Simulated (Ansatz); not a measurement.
Runs of Ansatz 0.2.0 on WC (Qusongite). The structure is hexagonal, space group P-6m2 (No. 187). The conventional cell has a = 2.907 Å, b = 2.907 Å, c = 2.837 Å, α = 90.00°, β = 90.00°, γ = 120.00°. Around W (site symmetry -6m2) lie 6 C at 2.20 Å. C (site symmetry -6m2) has 6 W at 2.20 Å as nearest neighbours. 

| task | level | cell | cutoff (eV) | smearing | gap on the mesh (eV) | pressure (GPa) | relaxed volume (Å³/atom) |
| --- | --- | --- | --- | --- | --- | --- | --- |
| relaxation of cell and atoms | RPBE | relaxed | - | fermi-dirac 0.05 eV | - | 0.0 | 10.65 |
| relaxation of cell and atoms | PBEsol | relaxed | - | fermi-dirac 0.05 eV | - | 0.0 | 10.29 |
| relaxation of cell and atoms | revPBE | relaxed | - | fermi-dirac 0.05 eV | - | 0.0 | 10.62 |
| phonons | PBEsol | as given | 358 | fermi-dirac 0.05 eV | none | - | - |
| single point | PBE | as given | 335 | gaussian 0.03 eV | none | (a) | - |

Alike in all rows: potentials or basis all-electron LAPW, scalar-relativistic; no spin polarisation; k mesh 10 × 10 × 9; basis error allowed 0.001 eV/atom.

Q: Estimate the missing entries.

A: (a) 5.7.

Caveats: a metal's response needs a denser mesh (some runs).

A k mesh can miss the band edges, and the runs leave out spin-orbit coupling on W.

A gap of «none» marks a metal or a gap under the smearing width.

Not every run made on this cell is shown here.
